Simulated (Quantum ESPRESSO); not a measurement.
# MgB2 (P1) in Quantum ESPRESSO: convergence with SCF threshold

Aim: find how far SCF threshold must go before the results for MgB2 settle, at PBE. This setting moves, with any that are tied to it; all else stays.

Everything below comes from runs of Quantum ESPRESSO 7.5. Logs are shortened: lines on timing, memory, paths and dates and some standing lists are left out, and cuts for length are marked.

**1. The cell of the first run**

The typed cell holds 3 atoms: a = 3.085 Å, b = 3.085 Å, c = 3.523 Å, α = 90.00°, β = 90.00°, γ = 120.00°.

The cell isn't the ideal one: atoms moved at random, drawn with an rms of 0.05 Å.

**2. With SCF threshold 0.001 Ry**

The input, pw.in:

```
&CONTROL
  calculation = 'scf'
  prefix = 'pwscf'
  outdir = './tmp'
  pseudo_dir = './pseudo'
  tprnfor = .true.
  tstress = .true.
  disk_io = 'nowf'
/
&SYSTEM
  ibrav = 0
  nat = 3
  ntyp = 2
  ecutwfc = 55
  ecutrho = 440
  nbnd = 9
  occupations = 'smearing'
  smearing = 'fd'
  degauss = 0.00734986
/
&ELECTRONS
  conv_thr = 0.001
  electron_maxstep = 120
  mixing_beta = 0.5
/
ATOMIC_SPECIES
Mg    24.3050 Mg.pbe-n-kjpaw_psl.0.3.0.UPF
B     10.8100 b_pbe_v1.4.uspp.F.UPF
CELL_PARAMETERS angstrom
   3.0850000000    0.0000000000    0.0000000000
  -1.5425000000    2.6716883707    0.0000000000
   0.0000000000    0.0000000000    3.5230000000
ATOMIC_POSITIONS crystal
Mg     0.0195880000   -0.0064130000   -0.0098050000
B      0.6644080000    0.3216100000    0.4917100000
B      0.3363740000    0.6663920000    0.5092550000
K_POINTS automatic
10 10 8 0 0 0
```

Potentials or basis: SSSP 1.3 efficiency PBE.

Command:

```
OMP_NUM_THREADS=1 pw.x -in pw.in > pw.out
```

Wall time 27 s (1 thread of Arm Neoverse V1, shared host); peak memory 0.13 GiB.

What came out:

| Item | Value |
| --- | --- |
| Free energy | -631.7398 eV |
| Pressure | -1.2 GPa |
| Largest force | 0.733 eV/Å |
| Band gap on the k mesh | none (metal or under the smearing width) |

**3. With SCF threshold 0.0001 Ry**

pw.in, as its differences from that of step 2:

```diff
@@ -21,3 +21,3 @@
 &ELECTRONS
-  conv_thr = 0.001
+  conv_thr = 0.0001
   electron_maxstep = 120
```

Potentials or basis: SSSP 1.3 efficiency PBE.

Command:

```
OMP_NUM_THREADS=1 pw.x -in pw.in > pw.out
```

It took 34 s on 1 thread of Arm Neoverse V1, shared host; peak memory 0.13 GiB.

Results:

```yaml
Free_energy: -631.7423 eV
Pressure: -1.0 GPa
Largest_force: 0.744 eV/Å
Band_gap_on_the_k_mesh: none (metal or under the smearing width)
```

**4. With SCF threshold 1e-05 Ry**

pw.in, as its differences from that of step 3:

```diff
@@ -21,3 +21,3 @@
 &ELECTRONS
-  conv_thr = 0.0001
+  conv_thr = 1d-05
   electron_maxstep = 120
```

Command:

```
OMP_NUM_THREADS=1 pw.x -in pw.in > pw.out
```

It took 40 s on 1 thread of Arm Neoverse V1, shared host; peak memory 0.13 GiB.

Results:

* Free energy: -631.7426 eV
* Pressure: -1.2 GPa
* Largest force: 0.741 eV/Å
* Band gap on the k mesh: none (metal or under the smearing width)

**5. With SCF threshold 1e-06 Ry**

pw.in, as its differences from that of step 4:

```diff
@@ -21,3 +21,3 @@
 &ELECTRONS
-  conv_thr = 1d-05
+  conv_thr = 1d-06
   electron_maxstep = 120
```

Command:

```
OMP_NUM_THREADS=1 pw.x -in pw.in > pw.out
```

Wall time 46 s (1 thread of Arm Neoverse V1, shared host); peak memory 0.13 GiB.

Results:

- Free energy: -631.7426 eV
- Pressure: -1.1 GPa
- Largest force: 0.742 eV/Å
- Band gap on the k mesh: none (metal or under the smearing width)

**6. With SCF threshold 1e-07 Ry**

pw.in, as its differences from that of step 5:

```diff
@@ -21,3 +21,3 @@
 &ELECTRONS
-  conv_thr = 1d-06
+  conv_thr = 1d-07
   electron_maxstep = 120
```

Potentials or basis: SSSP 1.3 efficiency PBE.

Command:

```
OMP_NUM_THREADS=1 pw.x -in pw.in > pw.out
```

Run time: 52 s. Hardware: 1 thread of Arm Neoverse V1, shared host; peak memory 0.13 GiB.

It converged, with:

| Quantity | Value |
| --- | --- |
| Free energy | -631.7426 eV |
| Pressure | -1.1 GPa |
| Largest force | 0.742 eV/Å |
| Band gap on the k mesh | none (metal or under the smearing width) |

**7. With SCF threshold 1e-08 Ry**

pw.in, as its differences from that of step 6:

```diff
@@ -21,3 +21,3 @@
 &ELECTRONS
-  conv_thr = 1d-07
+  conv_thr = 1d-08
   electron_maxstep = 120
```

Command:

```
OMP_NUM_THREADS=1 pw.x -in pw.in > pw.out
```

Run time: 52 s. Hardware: 1 thread of Arm Neoverse V1, shared host; peak memory 0.13 GiB.

Results (log left out):

* Free energy: -631.7426 eV
* Pressure: -1.1 GPa
* Largest force: 0.742 eV/Å
* Band gap on the k mesh: none (metal or under the smearing width)

**8. With SCF threshold 1e-10 Ry**

pw.in, as its differences from that of step 7:

```diff
@@ -21,3 +21,3 @@
 &ELECTRONS
-  conv_thr = 1d-08
+  conv_thr = 1d-10
   electron_maxstep = 120
```

Command:

```
OMP_NUM_THREADS=1 pw.x -in pw.in > pw.out
```

It took 65 s on 1 thread of Arm Neoverse V1, shared host; peak memory 0.13 GiB.

It converged, with:

```
Free energy            : -631.7426 eV
Pressure               : -1.1 GPa
Largest force          : 0.742 eV/Å
Band gap on the k mesh : none (metal or under the smearing width)
```

**9. With SCF threshold 1e-12 Ry**

pw.in, as its differences from that of step 8:

```diff
@@ -21,3 +21,3 @@
 &ELECTRONS
-  conv_thr = 1d-10
+  conv_thr = 1d-12
   electron_maxstep = 120
```

Potentials or basis: SSSP 1.3 efficiency PBE.

Command:

```
OMP_NUM_THREADS=1 pw.x -in pw.in > pw.out
```

pw.out:

```text
This program is part of the open-source Quantum ESPRESSO suite
     for quantum simulation of materials; please cite
         "P. Giannozzi et al., J. Phys.:Condens. Matter 21 395502 (2009);
         "P. Giannozzi et al., J. Phys.:Condens. Matter 29 465901 (2017);
         "P. Giannozzi et al., J. Chem. Phys. 152 154105 (2020);
     in publications or presentations arising from this work. More details at

     file Mg.pbe-n-kjpaw_psl.0.3.0.UPF: wavefunction(s)  3S renormalized

     G-vector sticks info
     --------------------
     sticks:   dense  smooth     PW     G-vecs:    dense   smooth      PW
     Sum        1039     511    163                30639    10789    1847

     Using Slab Decomposition

     bravais-lattice index     =            0
     lattice parameter (alat)  =       5.8298  a.u.
     unit-cell volume          =     195.9522 (a.u.)^3
     number of atoms/cell      =            3
     number of atomic types    =            2
     number of electrons       =         8.00
     number of Kohn-Sham states=            9
     kinetic-energy cutoff     =      55.0000  Ry
     charge density cutoff     =     440.0000  Ry
     scf convergence threshold =      1.0E-12
     mixing beta               =       0.5000
     number of iterations used =            8  plain     mixing
     Exchange-correlation=  SLA  PW   PBX  PBC
                           (   1   4   3   4   0   0   0)

     celldm(1)=   5.829805  celldm(2)=   0.000000  celldm(3)=   0.000000
     celldm(4)=   0.000000  celldm(5)=   0.000000  celldm(6)=   0.000000

     crystal axes: (cart. coord. in units of alat)
               a(1) = (   1.000000   0.000000   0.000000 )
               a(2) = (  -0.500000   0.866025   0.000000 )
               a(3) = (   0.000000   0.000000   1.141977 )

     reciprocal axes: (cart. coord. in units 2 pi/alat)
               b(1) = (  1.000000  0.577350 -0.000000 )
               b(2) = (  0.000000  1.154701  0.000000 )
               b(3) = (  0.000000 -0.000000  0.875674 )
[... 27 lines left out ...]

     No symmetry found

   Cartesian axes

     site n.     atom                  positions (alat units)
         1        Mg     tau(   1) = (   0.0227945  -0.0055538  -0.0111971  )
         2        B      tau(   2) = (   0.5036030   0.2785224   0.5615217  )
         3        B      tau(   3) = (   0.0031780   0.5771124   0.5815577  )

     number of k points=   404  Fermi-Dirac smearing, width (Ry)=  0.0073

     Number of k-points >= 100: set verbosity='high' to print them.

     Dense  grid:    30639 G-vectors     FFT dimensions: (  40,  40,  45)

     Smooth grid:    10789 G-vectors     FFT dimensions: (  27,  27,  32)

     Initial potential from superposition of free atoms

     starting charge       7.9985, renormalised to       8.0000
     Starting wfcs are   12 randomized atomic wfcs

     Self-consistent Calculation

     iteration #  1     ecut=    55.00 Ry     beta= 0.50
     Davidson diagonalization with overlap
     ethr =  1.00E-02,  avg # of iterations =  3.7

     total energy              =     -46.37865437 Ry
     estimated scf accuracy    <       0.30469856 Ry
[... 5 lines left out ...]
     total energy              =     -46.43088574 Ry
     estimated scf accuracy    <       0.00364997 Ry

     iteration #  3     ecut=    55.00 Ry     beta= 0.50
     Davidson diagonalization with overlap
     c_bands:  1 eigenvalues not converged
     ethr =  4.56E-05,  avg # of iterations =  5.8

     total energy              =     -46.43201928 Ry
     estimated scf accuracy    <       0.00074009 Ry

     iteration #  4     ecut=    55.00 Ry     beta= 0.50
     Davidson diagonalization with overlap
     ethr =  9.25E-06,  avg # of iterations =  3.9
[... 39 lines left out ...]
     iteration # 10     ecut=    55.00 Ry     beta= 0.50
     Davidson diagonalization with overlap
     ethr =  1.00E-13,  avg # of iterations =  3.6

     End of self-consistent calculation

     Number of k-points >= 100: set verbosity='high' to print the bands.

     the Fermi energy is     7.6157 ev

!    total energy              =     -46.43222494 Ry
     estimated scf accuracy    <          2.3E-13 Ry
     smearing contrib. (-TS)   =      -0.00165472 Ry
     internal energy E=F+TS    =     -46.43057022 Ry

     The total energy is F=E-TS. E is the sum of the following terms:
     one-electron contribution =       4.99271061 Ry
     hartree contribution      =       1.92694842 Ry
     xc contribution           =      -7.65402447 Ry
     ewald contribution        =     -14.39562197 Ry
     one-center paw contrib.   =     -31.30058281 Ry

     convergence has been achieved in  10 iterations

     Forces acting on atoms (cartesian axes, Ry/au):

     atom    1 type  1   force =    -0.01108285    0.00025291    0.00929770
     atom    2 type  2   force =     0.00525784    0.00660891    0.01811458
     atom    3 type  2   force =     0.00582501   -0.00686182   -0.02741229

     Total force =     0.037964     Total SCF correction =     0.000000

     Computing stress (Cartesian axis) and pressure

          total   stress  (Ry/bohr**3)                   (kbar)     P=      -11.32
  -0.00012173  -0.00000069  -0.00002052          -17.91       -0.10       -3.02
  -0.00000069  -0.00006081   0.00000586           -0.10       -8.95        0.86
  -0.00002052   0.00000586  -0.00004825           -3.02        0.86       -7.10

=------------------------------------------------------------------------------=
   JOB DONE.
=------------------------------------------------------------------------------=
```

Wall time 71 s (1 thread of Arm Neoverse V1, shared host); peak memory 0.13 GiB.

What came out:

```yaml
Free_energy: -631.7426 eV
Pressure: -1.1 GPa
Largest_force: 0.742 eV/Å
Band_gap_on_the_k_mesh: none (metal or under the smearing width)
```

**10. The series at a glance**

```tsv
SCF threshold	energy less the tightest run, at zero smearing (meV/atom)	pressure (GPa)	largest force (eV/Å)	SCF cycles	CPU time (s)	peak memory (GiB)
0.001 Ry	0.97	-1.20	0.733	3	27	0.13
0.0001 Ry	0.09	-0.97	0.744	4	34	0.13
1e-05 Ry	0.01	-1.20	0.741	5	40	0.13
1e-06 Ry	0.00	-1.12	0.742	6	46	0.13
1e-07 Ry	0.00	-1.13	0.742	7	52	0.13
1e-08 Ry	0.00	-1.13	0.742	7	52	0.13
1e-10 Ry	0.00	-1.13	0.742	9	65	0.13
1e-12 Ry	0.00	-1.13	0.742	10	71	0.13
```

Against the tightest run, the energy stays within 1 meV/atom from 0.001 Ry on; the pressure stays within 0.1 GPa from 1e-05 Ry on; the largest force stays within 0.005 eV/Å from 0.0001 Ry on. The tightest run that finished is the yardstick and may itself not be fully converged.
